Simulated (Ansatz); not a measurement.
HfO2 (P4_2/nmc) from a database structure at its r2SCAN geometry, in Ansatz. The base run uses PBEsol on a modest mesh; each further run changes one setting, sensibly or not. Doubtful ones may also carry a cap on iterations. All numbers are computed, and spin polarisation is off unless an edit sets a moment.

Base input:
```yaml
crystal:
  lattice:
    - [3.5766926572, 0.0, 0.0]
    - [0.0, 3.5766926572, 0.0]
    - [0.0, 0.0, 5.2022243025]
  atoms:
    - { symbol: Hf, position: [0.5, 0.5, 0.5] }
    - { symbol: Hf, position: [0.0, 0.0, 0.0] }
    - { symbol: O, position: [0.0, 0.5, 0.6962101214] }
    - { symbol: O, position: [0.5, 0.0, 0.8037898786] }
    - { symbol: O, position: [0.5, 0.0, 0.3037898786] }
    - { symbol: O, position: [0.0, 0.5, 0.1962101214] }
kpoints:
  mp_grid: { grid: [6, 6, 4] }
hamiltonian:
  xc: pbesol
scf:
  occupations: { method: fixed }
  n_extra_bands: 5
output:
  forces: true
  stress: true
  eigenvalues: true
  write_density: true
  write_potential: true
  elf: true
  volumetric_format: npy
```

Base results:
```
Basis set: ecut = 420 eV, 1277 PW (Γ)
Symmetry: 16 space group operations
Space group: P42/nmc (ITA 137)
k-points: 30 of 144
SCF converged after 7 iterations
Free energy (F): -33450.296853 eV
Fermi energy:    14.728204 eV
--- Forces (eV/Å), atoms counted from 1 ---
  atom   1  Hf      0.00000      0.00000      0.00000
  atom   2  Hf      0.00000      0.00000      0.00000
  atom   3  O       0.00000      0.00000      0.02890
  atom   4  O       0.00000      0.00000    -0.02890
  atom   5  O       0.00000      0.00000    -0.02890
  atom   6  O       0.00000      0.00000      0.02890
--- Stress (GPa, compression-positive) ---
       -1.952226       0.000000       0.000000
        0.000000      -1.952226       0.000000
        0.000000       0.000000      -2.076629
  P = ⅓ Tr σ = -1.9937 GPa (-19.937 kbar)
```
The gap over this mesh is 4.602 eV.

Command: `ansatz run input.yaml --threads 4 --pin off --max-ram 4608MiB --backend cpu --events-out ev --progress --plain --runs-dir out`. It took 3.6 s on 4 threads of Arm Neoverse N1, with other jobs on the host; peak host memory 0.41 GiB.

Question: The input is altered as follows. How does the run end?
```yaml
scf:
  occupations: { method: methfessel_paxton, width: 0.5 }
```

Answer: Energy, stress and gap stay within 1 meV an atom, 0.1 GPa and 0.005 eV of the base.

Question: What happens with this change?
```yaml
scf:
  max_iter: 80
basis:
  ecutrho_ratio: 12
```

Answer: Energy, stress and gap stay within 1 meV an atom, 0.1 GPa and 0.005 eV of the base. The result hardly depends on this setting here.

Question: These lines are set or replaced. What follows?
```yaml
hamiltonian:
  xc: r2scan
```

Answer: The cutoff follows the functional, from 420 to 500 eV. The mean stress moves by +2.01 GPa and the gap on the mesh by +0.663 eV (to 5.265). It's another functional on the same cell, so totals aren't comparable.
```
Basis set: ecut = 500 eV, 1707 PW (Γ)
SCF converged after 7 iterations
Free energy (F): -33752.580235 eV
Fermi energy:    14.495779 eV
--- Stress (GPa, compression-positive) ---
        0.017215       0.000000       0.000000
        0.000000       0.017215       0.000000
        0.000000       0.000000       0.017999
  P = ⅓ Tr σ = 0.0175 GPa (0.175 kbar)
```

Question: Predict the outcome of this edit.
```yaml
scf:
  convergence: { dr2_threshold: 1.0e-12 }
  max_iter: 54
```

Answer: It converges in 12 iterations against the base's 7. The tighter threshold changes nothing that matters: the base was converged.

Question: Predict the outcome of this edit.
```yaml
accuracy: high
```

Answer: Energy, stress and gap stay within 1 meV an atom, 0.1 GPa and 0.005 eV of the base. The result hardly depends on this setting here.

Spin-orbit coupling is left out, which matters wherever the heavy atoms make up the band edges.
